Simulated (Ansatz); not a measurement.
## Stack of 1T-ZrSSe under 1T-SnS2, shifted by two thirds of the diagonal in a perpendicular field

What dipole does a perpendicular field induce in the stack of 1T-ZrSSe under 1T-SnS2, shifted by two thirds of the diagonal, and does the gap follow? A positive field points along +c.

Calculated with Ansatz 0.2.0; plane-wave DFT, PBE-D3(BJ), Ansatz PAW.

## Step 1: The starting structure

The cell holds 6 atoms: 1 Se, 1 Zr, 3 S and 1 Sn. Its edges and angles: a = 3.720 Å, b = 3.720 Å, c = 47.217 Å, α = 90.0°, β = 90.0°, γ = 120.0°. Regions: layer 1: 1T-ZrSSe, 3 atoms (1 Se, 1 Zr and 1 S); layer 2: 1T-SnS2, 3 atoms (2 S and 1 Sn). Vacuum lies along c.

## Step 2: Relaxation

The starting cell is a guess, so the in-plane lattice and the atoms are relaxed first, with the slab cut off from its images along the normal.

input.yaml

```yaml
crystal:
  lattice:
    - [3.72, 0.0, 0.0]
    - [-1.86, 3.2216145021, 0.0]
    - [0.0, 0.0, 47.2174246241]
  atoms:
    - { symbol: Se, position: [0.6666666667, 0.3333333333, 0.4140420651] }
    - { symbol: Zr, position: [0.0, 0.0, 0.4516273578] }
    - { symbol: S, position: [0.3333333333, 0.6666666667, 0.4839793353] }
    - { symbol: S, position: [0.3333333333, 0.6666666667, 0.547515202] }
    - { symbol: Sn, position: [0.6666666667, 0.3333333333, 0.5667365684] }
    - { symbol: S, position: [0.0, 0.0, 0.5859579349] }
  periodic: [true, true, false]
kpoints:
  mp_grid: { grid: [12, 12, 1] }
hamiltonian:
  xc: pbe
  dispersion: d3bj
scf:
  occupations: { method: fermi_dirac, width: 0.05 }
  convergence: { dr2_threshold: 1.0e-09 }
relax:
  f_tol: 0.004
  max_steps: 90
  cell: {}
output:
  write_potential: true
  write_density: true
  volumetric_format: npy
```

Launch:

```bash
> ansatz run input.yaml --threads 2 --pin off --max-ram 3072MiB --backend cpu --events-out ev --progress --plain --runs-dir out
```

Numbers of over 12 decimals in the logs are rounded to 6 here.

Output:

```text
Warning: relax.cell: scf.convergence.dr2_threshold = 1e-9 eV is looser than the 1.82792479579e-10 eV advised for a relaxation that steers and ends on the stress (1e-10 eV for each atom of the cell: 6, times the square of relax.cell.stress_2d_tol = 0.05 N/m over 18.1 Å (the atoms' height at the walk's start and 5 Å past either face), 2.760e-2 GPa, over a crystal's default 0.05). What an SCF threshold leaves in a stress goes as its square root, and in the free energy as the threshold itself, and one threshold admits the most on a small cell: [figures from the program's tests cut] Set scf.convergence.dr2_threshold to 1.82792479579e-10 eV or tighter. [rest of the remark cut]
Engine: ansatz 0.2.0, x86_64-unknown-linux-gnu
Pseudopotentials: kind: paw
Pseudopotential: Se, paw, valence charge 16, recommended cutoff 420 eV (normal), Se.paw.azcp
Pseudopotential: Zr, paw, valence charge 12, recommended cutoff 420 eV (normal), Zr.paw.azcp
Pseudopotential: S, paw, valence charge 6, recommended cutoff 420 eV (normal), S.paw.azcp
Pseudopotential: Sn, paw, valence charge 14, recommended cutoff 420 eV (normal), Sn.paw.azcp
Functional definition: PBE
  parameter kappa = 0.804
  parameter beta = 0.066725
  exchange = pbe_x(kappa = kappa, mu = beta*pi^2/3)
  correlation = pbe_c(beta = beta)
Crystal: 6 atoms, lattice volume = 565.873 Å³
Basis set: ecut = 420 eV, 11113 PW (Γ), exchange–correlation on 50×50×640 points (8 copies of the dense FFT grid, shifted against one another)
Bands: 36, of which v1, the nominal top of the filled ones, is band 30 counted from 1 (29 counted from 0)
Symmetry: 6 space group operations
Space group: P3m1 (ITA 156), of the structure as read, at distance tolerance 8.3e-5 Å
k-points: 19 of 144 (time reversal used)
Non-local potential: Se, projectors of the file, l = 0: 2, l = 1: 2, l = 2: 3, l = 3: 1
Non-local potential: Zr, projectors of the file, l = 0: 3, l = 1: 2, l = 2: 2, l = 3: 2
Non-local potential: S, projectors of the file, l = 0: 2, l = 1: 2, l = 2: 2
Non-local potential: Sn, projectors of the file, l = 0: 2, l = 1: 2, l = 2: 2, l = 3: 2
PAW form: soft (Blöchl's): semilocal exchange-correlation on the pseudo side does not see the compensation charge
PAW one-centre angular grid: Se, 590 points (default); XC on 64 Gauss nodes
PAW one-centre angular grid: Zr, 590 points (default); XC on 64 Gauss nodes
PAW one-centre angular grid: S, 110 points (default); XC on 64 Gauss nodes
PAW one-centre angular grid: Sn, 590 points (default); XC on 64 Gauss nodes
Initial density: superposition of atomic densities (neutral atoms: chi_scale 0, normalization atom), corrected by the library's trained network
Initial wavefunctions: pseudopotential atomic-orbital guess
Functional: x = pbe(κ = 0.804, μ = 0.219515), c = pbe(β = 0.066725)
SCF iter   1: F=—  HF=-18386.874819 eV  |F-HF|=—  |Δ(HF+E_count)|=         —  Δρ=1.75e-3  dr2=4.66e-2  ethr=1.77e-3  ⟨swp⟩=19.2  Hψ=5192  notcnv=0
preconditioner: auto → LDOS  [insulator: Δε(μ)=0.326 eV  Ē_g=8.412 eV  σ=0.050 eV  W_gap=0.92  n_scr=28 (ndim 8)  ℏωp=8.8 eV  f_vac=0.748  D(μ)=0.06/eV (n_scr^D=2)  ε∞_Penn≈2.1  β→1.0]
SCF iter   2: F=—  HF=-18386.902503 eV  |F-HF|=—  |Δ(HF+E_count)|=   2.77e-2  Δρ=2.56e-3  dr2=2.92e-1  ethr=7.76e-5  ⟨swp⟩=4.3  Hψ=2038  notcnv=0  defer=18
SCF iter   3: F=—  HF=-18386.868529 eV  |F-HF|=—  |Δ(HF+E_count)|=   3.40e-2  Δρ=8.41e-4  dr2=3.10e-2  ethr=7.76e-5  ⟨swp⟩=4.2  Hψ=1471  notcnv=0  defer=18
SCF iter   4: F=—  HF=-18386.865087 eV  |F-HF|=—  |Δ(HF+E_count)|=   3.44e-3  Δρ=1.77e-4  dr2=7.92e-4  ethr=5.17e-5  ⟨swp⟩=2.2  Hψ=1085  notcnv=0  defer=18
SCF iter   5: F=—  HF=-18386.864982 eV  |F-HF|=—  |Δ(HF+E_count)|=   1.05e-4  Δρ=8.54e-5  dr2=2.63e-4  ethr=1.32e-6  ⟨swp⟩=3.6  Hψ=1358  notcnv=0  defer=18
SCF iter   6: F=—  HF=-18386.864953 eV  |F-HF|=—  |Δ(HF+E_count)|=   2.98e-5  Δρ=3.91e-5  dr2=1.31e-5  ethr=4.38e-7  ⟨swp⟩=2.7  Hψ=967  notcnv=0  defer=18
SCF iter   7: F=—  HF=-18386.864935 eV  |F-HF|=—  |Δ(HF+E_count)|=   1.77e-5  Δρ=1.71e-5  dr2=2.91e-6  ethr=2.18e-8  ⟨swp⟩=3.2  Hψ=1370  notcnv=0  defer=18
SCF iter   8: F=—  HF=-18386.865019 eV  |F-HF|=—  |Δ(HF+E_count)|=   8.45e-5  Δρ=6.87e-6  dr2=2.76e-7  ethr=4.85e-9  ⟨swp⟩=3.0  Hψ=1183  notcnv=0  defer=18
SCF iter   9: F=—  HF=-18386.865020 eV  |F-HF|=—  |Δ(HF+E_count)|=   2.77e-7  Δρ=2.26e-6  dr2=6.14e-8  ethr=4.61e-10  ⟨swp⟩=3.2  Hψ=1425  notcnv=0  defer=18
SCF iter  10: F=—  HF=-18386.865020 eV  |F-HF|=—  |Δ(HF+E_count)|=   2.00e-8  Δρ=6.39e-7  dr2=2.24e-9  ethr=1.02e-10  ⟨swp⟩=2.9  Hψ=1314  notcnv=0  defer=18
SCF iter  11: F=-18386.865020 eV  HF=-18386.865020 eV  |F-HF|=2.48e-9  |Δ(HF+E_count)|=   9.02e-9  Δρ=2.04e-7  dr2=3.51e-10  ethr=1.67e-12  ⟨swp⟩=13.0  Hψ=5787  notcnv=0
SCF 1 converged in 11 iterations: F = -18386.865020 eV  dr2 = 3.51e-10
  greatest PAW one-centre occupation: 1.000 electrons in one spin orbital (limit 2), on the Se atom at site 0 (counted from 0), in its partial waves of l = 2
relax step   1: F+E_penalty+E_count = -18386.86501962 eV  Δ(F+E_penalty+E_count) = +0.000e0 eV  max|allowed force component| = 5.787e0 eV/Å  Δτ_max = 0.0000 Å  P = +19.428 N/m  Ω = 565.873 Å³  fix = [c, alpha, beta]  reactions: c +0.000 N/m  (11 SCF iters, accepted)
Crystal: 6 atoms, lattice volume = 573.727 Å³
Basis set: ecut = 420 eV, 11257 PW (Γ), exchange–correlation on 50×50×640 points (8 copies of the dense FFT grid, shifted against one another)
Initial density: handed on by an earlier stage of this run
Initial wavefunctions: those handed on with the density
iter 1 solved again at ethr=4.09e-4 eV; its pass at ethr=3.10e-3 eV (dr2=2.46e-1 eV) is discarded
SCF iter   1: F=—  HF=-18388.889759 eV  |F-HF|=—  |Δ(HF+E_count)|=         —  Δρ=4.16e-3  dr2=2.41e-1  ethr=4.09e-4  ⟨swp⟩=2.5  Hψ=5228  notcnv=0
preconditioner: auto → Resta (q_TF=auto, 1.873 Å⁻¹)  ε∞=2.1  [insulator: Δε(μ)=0.516 eV  Ē_g=8.187 eV  σ=0.050 eV  W_gap=0.99  n_scr=28 (ndim 8)  ℏωp=8.8 eV  f_vac=0.747  D(μ)=0.01/eV (n_scr^D=0)  ε∞_Penn≈2.1  vacuum switching on, ρ_ref=4.9e-3 e/Å³]
SCF iter   2: F=—  HF=-18388.865901 eV  |F-HF|=—  |Δ(HF+E_count)|=   2.39e-2  Δρ=2.36e-3  dr2=1.85e-1  ethr=4.02e-4  ⟨swp⟩=4.6  Hψ=1513  notcnv=0  defer=4
preconditioner: auto → LDOS  [insulator: Δε(μ)=0.281 eV  Ē_g=8.380 eV  σ=0.050 eV  W_gap=0.88  n_scr=28 (ndim 8)  ℏωp=8.8 eV  f_vac=0.747  D(μ)=0.09/eV (n_scr^D=2)  ε∞_Penn≈2.1  β→1.0]
SCF iter   3: F=—  HF=-18388.855004 eV  |F-HF|=—  |Δ(HF+E_count)|=   1.09e-2  Δρ=1.39e-3  dr2=5.41e-2  ethr=3.08e-4  ⟨swp⟩=4.1  Hψ=1293  notcnv=0  defer=8
[...]
SCF iter  10: F=—  HF=-18389.822547 eV  |F-HF|=—  |Δ(HF+E_count)|=   2.35e-8  Δρ=1.19e-6  dr2=2.48e-8  ethr=1.28e-10  ⟨swp⟩=3.3  Hψ=1498  notcnv=0  defer=8
SCF iter  11: F=—  HF=-18389.822547 eV  |F-HF|=—  |Δ(HF+E_count)|=   1.27e-9  Δρ=3.90e-7  dr2=1.90e-9  ethr=4.13e-11  ⟨swp⟩=2.9  Hψ=1098  notcnv=0  defer=8
SCF iter  12: F=-18389.822547 eV  HF=-18389.822547 eV  |F-HF|=7.28e-12  |Δ(HF+E_count)|=   1.25e-9  Δρ=1.15e-7  dr2=2.24e-10  ethr=1.67e-12  ⟨swp⟩=12.3  Hψ=5443  notcnv=0
SCF 3 converged in 12 iterations: F = -18389.822547 eV  dr2 = 2.24e-10
relax step   3: F+E_penalty+E_count = -18389.82254666 eV  Δ(F+E_penalty+E_count) = -9.761e-1 eV  max|allowed force component| = 1.970e0 eV/Å  Δτ_max = 0.1946 Å  P = +1.671 N/m  Ω = 572.894 Å³  energy of the carried Pulay correction = -5.647e-4 eV  fix = [c, alpha, beta]  reactions: c +0.000 N/m  (12 SCF iters, accepted)
[...]
relax step   4: F+E_penalty+E_count = -18390.22434392 eV  Δ(F+E_penalty+E_count) = -4.018e-1 eV  max|allowed force component| = 7.094e-1 eV/Å  Δτ_max = 0.1927 Å  P = -0.279 N/m  Ω = 568.224 Å³  energy of the carried Pulay correction = -1.899e-4 eV  fix = [c, alpha, beta]  reactions: c -0.000 N/m  (11 SCF iters, accepted)
[...]
relax step   5: F+E_penalty+E_count = -18390.39270083 eV  Δ(F+E_penalty+E_count) = -1.684e-1 eV  max|allowed force component| = 1.647e-1 eV/Å  Δτ_max = 0.1994 Å  P = -0.660 N/m  Ω = 559.781 Å³  energy of the carried Pulay correction = +4.957e-4 eV  fix = [c, alpha, beta]  reactions: c -0.000 N/m  (12 SCF iters, accepted)
[...]
relax step   6: F+E_penalty+E_count = -18390.45871648 eV  Δ(F+E_penalty+E_count) = -6.602e-2 eV  max|allowed force component| = 1.097e-1 eV/Å  Δτ_max = 0.2000 Å  P = +0.283 N/m  Ω = 553.090 Å³  energy of the carried Pulay correction = +1.046e-3 eV  fix = [c, alpha, beta]  reactions: c +0.000 N/m  (14 SCF iters, accepted)
[...]
relax step   7: F+E_penalty+E_count = -18390.46130006 eV  Δ(F+E_penalty+E_count) = -2.584e-3 eV  max|allowed force component| = 4.402e-2 eV/Å  Δτ_max = 0.0536 Å  P = -0.032 N/m  Ω = 553.603 Å³  energy of the carried Pulay correction = +1.004e-3 eV  fix = [c, alpha, beta]  reactions: c -0.000 N/m  (11 SCF iters, accepted)
[...]
relax step   8: F+E_penalty+E_count = -18390.46138473 eV  Δ(F+E_penalty+E_count) = -8.467e-5 eV  max|allowed force component| = 4.664e-3 eV/Å  Δτ_max = 0.0017 Å  P = +0.000 N/m  Ω = 553.426 Å³  energy of the carried Pulay correction = +1.019e-3 eV  fix = [c, alpha, beta]  reactions: c +0.000 N/m  (8 SCF iters, accepted)
[...]
relax step   9: F+E_penalty+E_count = -18390.46138645 eV  Δ(F+E_penalty+E_count) = -1.719e-6 eV  max|allowed force component| = 1.729e-4 eV/Å  Δτ_max = 0.0005 Å  P = -0.001 N/m  Ω = 553.417 Å³  energy of the carried Pulay correction = +1.019e-3 eV  fix = [c, alpha, beta]  reactions: c -0.000 N/m  (6 SCF iters, accepted)
Initial wavefunctions: pseudopotential atomic-orbital guess (no wavefunctions were taken with the density)
iter 1 solved again at ethr=1.29e-7 eV; its pass at ethr=3.10e-3 eV (dr2=7.72e-5 eV) is discarded
SCF iter   1: F=—  HF=-18390.460821 eV  |F-HF|=—  |Δ(HF+E_count)|=         —  Δρ=1.05e-5  dr2=8.29e-8  ethr=1.29e-7  ⟨swp⟩=5.8  Hψ=7760  notcnv=0
SCF iter   2: F=—  HF=-18390.460844 eV  |F-HF|=—  |Δ(HF+E_count)|=   2.29e-5  Δρ=5.26e-6  dr2=2.59e-8  ethr=1.38e-10  ⟨swp⟩=4.8  Hψ=2177  notcnv=0
SCF iter   3: F=—  HF=-18390.460844 eV  |F-HF|=—  |Δ(HF+E_count)|=   6.90e-8  Δρ=1.63e-6  dr2=3.65e-8  ethr=4.31e-11  ⟨swp⟩=2.7  Hψ=1339  notcnv=0
SCF iter   4: F=—  HF=-18390.460844 eV  |F-HF|=—  |Δ(HF+E_count)|=  4.40e-10  Δρ=7.82e-7  dr2=7.85e-9  ethr=4.31e-11  ⟨swp⟩=2.8  Hψ=1062  notcnv=0
SCF iter   5: F=—  HF=-18390.460844 eV  |F-HF|=—  |Δ(HF+E_count)|=  3.97e-10  Δρ=3.21e-7  dr2=1.09e-9  ethr=1.31e-11  ⟨swp⟩=2.9  Hψ=1080  notcnv=0
SCF iter   6: F=-18390.460844 eV  HF=-18390.460844 eV  |F-HF|=1.35e-10  |Δ(HF+E_count)|=  2.91e-11  Δρ=1.07e-7  dr2=6.43e-11  ethr=1.67e-12  ⟨swp⟩=14.8  Hψ=5213  notcnv=0
SCF 10 converged in 6 iterations: F = -18390.460844 eV  dr2 = 6.43e-11
relax step  10: F+E_penalty+E_count = -18390.46084427 eV  Δ(F+E_penalty+E_count) = +5.422e-4 eV  max|allowed force component| = 2.137e-4 eV/Å  Δτ_max = 0.0000 Å  P = -0.031 N/m  Ω = 553.417 Å³  fix = [c, alpha, beta]  reactions: c -0.000 N/m  stress off target by 3.09e-2 N/m on what of the cell is left free  SCF on the basis re-selected at this cell (its energy is not comparable with the rows above)  (6 SCF iters)
basis re-selected at this cell: Δ(F+E_penalty+E_count) = +5.422e-4 eV, ΔP = -0.030 N/m vs the last step (what re-selecting the basis moved, of the pressure what is left beyond the Pulay correction that the steps carried, after the strain that the cell walked since its last selection, with what the two solves' SCF thresholds leave and, on support functions, any second-order correction that the steps lacked; it is no m [...]
SCF converged after 6 iterations
Free energy (F): -18390.460844 eV
Harris-Foulkes:  -18390.460844 eV  (|F-HF|=1.35e-10)
Internal energy: -18390.460462 eV  (E = F + TS)
E sigma→0 (E₀):  -18390.460653 eV
Entropy (-TS):   -0.000382 eV (-0.064 meV/atom)
Fermi energy:    -5.505660 eV
--- Per-component energies (eV) ---
  E_band       = -1462.136228
  E_kinetic    = 959.000225
  E_local      = -218631.134133  (includes V_loc(G=0)·N_el)
  E_nonlocal   = -462.698610
  E_hartree    = 108779.381036
  E_xc         = -938.591395
  E_vxc        = -646.307072  (∫ρ·V_xc dr)
  E_paw        = -10807.825947  (= ΣΔE_a)
  E_vpaw       = -239.757659  (= ΣTr[D̂ρ^β])
  E_aug_tail   = -0.000562  (compensation charges beyond the density's cutoff)
  E_ewald      = 102713.082750
  E_disp       = -1.673827  (pairwise vdW)
  E_smearing   = -0.000382  (= −TS)
  E_closure    = 0.000000  (closes the sum)
  Σ components = -18390.460844   (vs F -18390.460844, Δ=0.00e0)
--- Forces (eV/Å), atoms counted from 1 ---
  atom   1  Se    -0.00000000     0.00000000     0.00007594
  atom   2  Zr     0.00000000    -0.00000000    -0.00006355
  atom   3  S      0.00000000    -0.00000000    -0.00006203
  atom   4  S      0.00000000    -0.00000000    -0.00017768
  atom   5  Sn     0.00000000    -0.00000000     0.00001555
  atom   6  S      0.00000000     0.00000000     0.00021411
  max |Σ_I F_I| component: 2.35e-6 eV/Å
--- 2D stress c σ (N/m, compression-positive) ---
       -0.030935      -0.000000      -0.000000
       -0.000000      -0.030935      -0.000000
       -0.000000      -0.000000      -0.000000
  P = ½ c Tr σ = -0.0309 N/m
--- Band table (eV; the first three rows and the last of 19) ---
  k-point 0: bands = [... 26 lower, -6.9718, -6.8723, -5.6881, -5.6881, -4.4649, -4.4576, -4.4576, -3.6694, ... 2 higher]
  k-point 1: bands = [... 26 lower, -6.9004, -6.7375, -6.2290, -5.9328, -4.3898, -4.1770, -4.1755, -3.5244, ... 2 higher]
  k-point 2: bands = [... 26 lower, -7.3095, -6.8787, -6.4651, -6.3249, -4.5012, -3.9479, -3.6885, -3.2812, ... 2 higher]
  k-point 18: bands = [... 26 lower, -7.7927, -7.7528, -7.4717, -7.3070, -4.2079, -3.6460, -3.2156, -2.9785, ... 2 higher]
  the weakly bound empty levels are not read free of the cell's end (no_gap_told)
--- Relaxed structure (9 steps of the walk, 9 accepted, 1 SCFs on fresh bases) ---
  F+E_penalty+E_count = -18390.46084427 eV   max|allowed force component| = 2.137e-4 eV/Å   (the final SCF, on the basis selected at the relaxed cell)
  cell:  # Å, volume = 553.4167 Å³
    - [3.678829, 0.0, 0]
    - [-1.839415, 3.185960, 0]
    - [0, 0, 47.2174246241]
  atoms:
    - { symbol: Se, position: [0.666667, 0.333333, 0.406743] }
    - { symbol: Zr, position: [-1.3803318028750262e-17, 0, 0.441832] }
    - { symbol: S, position: [0.333333, 0.666667, 0.471657] }
    - { symbol: S, position: [0.333333, 0.666667, 0.545229] }
    - { symbol: Sn, position: [0.666667, 0.333333, 0.576535] }
    - { symbol: S, position: [3.086725334074665e-17, 0, 0.607862] }
```

It took 8.8 min on 2 threads of Intel Xeon at 2.50GHz (Skylake/Cascade Lake), shared host; peak memory 0.94 GiB; 17 min of CPU time.

Relaxation path:

| step | energy less that of the first step (eV) | largest force component (eV/Å) | volume (Å³) |
| --- | --- | --- | --- |
| 1 | 0.0000 | 5.7869 | 565.87 |
| 2 | -1.9814 | 3.6480 | 573.73 |
| 3 | -2.9575 | 1.9704 | 572.89 |
| 4 | -3.3593 | 0.7094 | 568.22 |
| 5 | -3.5277 | 0.1647 | 559.78 |
| 6 | -3.5937 | 0.1097 | 553.09 |
| 7 | -3.5963 | 0.0440 | 553.60 |
| 8 | -3.5964 | 0.0047 | 553.43 |
| 9 | -3.5964 | 0.0002 | 553.42 |
| 10* | -3.5958 | 0.0002 | 553.42 |

Relaxation steps marked * repeat the geometry before them on a plane-wave basis chosen anew for their cell, so energy and pressure can jump there.

The run keeps the 6 symmetry operations that it works with, so distortions that break them were not tested.

| cell as run | before | after | change |
| --- | --- | --- | --- |
| a (Å) | 3.720 | 3.679 | -1.1 % |
| b (Å) | 3.720 | 3.679 | -1.1 % |

The atoms that moved most (Å, along periodic axes as changes of fractional coordinates times the final cell, across vacuum about the mean position):

| atom | dx | dy | dz | length |
| --- | --- | --- | --- | --- |
| S6 | 0.000 | 0.000 | 1.034 | 1.034 |
| S3 | 0.000 | 0.000 | -0.582 | 0.582 |
| Sn5 | 0.000 | 0.000 | 0.463 | 0.463 |
| Zr2 | 0.000 | 0.000 | -0.463 | 0.463 |
| Se1 | 0.000 | 0.000 | -0.345 | 0.345 |
| S4 | 0.000 | 0.000 | -0.108 | 0.108 |

The relaxed structure:

```cif
data_structure
_symmetry_space_group_name_H-M 'P 1'
_symmetry_Int_Tables_number 1
_cell_length_a 3.6788
_cell_length_b 3.6788
_cell_length_c 47.2174
_cell_angle_alpha 90.000
_cell_angle_beta 90.000
_cell_angle_gamma 120.000
_cell_volume 553.42
loop_
_atom_site_label
_atom_site_type_symbol
_atom_site_fract_x
_atom_site_fract_y
_atom_site_fract_z
_atom_site_occupancy
Se1 Se 0.66667 0.33333 0.40674 1
Zr2 Zr 0.00000 0.00000 0.44183 1
S3 S 0.33333 0.66667 0.47166 1
S4 S 0.33333 0.66667 0.54523 1
Sn5 Sn 0.66667 0.33333 0.57653 1
S6 S 0.00000 0.00000 0.60786 1
```

Numbers from this step:

```yaml
energy_at_zero_smearing: -18390.4607 eV
```

The lattice constant a goes from 3.720 to 3.679 Å.

[end of part 1 of 2]

[Logs are printed without paths, hosts, clocks, repeated set-up lines and the standing remarks that a program may print on its own settings, such as how far it seeks lower states.]

[Hosts, paths, dates, database ids (printed as entryN), source tags and the programs' standing remarks are cut or masked in the printed files.]

[Maps of the electrostatic potential energy from Ansatz leave out the sawtooth potential of an applied field or a dipole correction, so their vacuum need not be flat; planar profiles and work functions include it.]
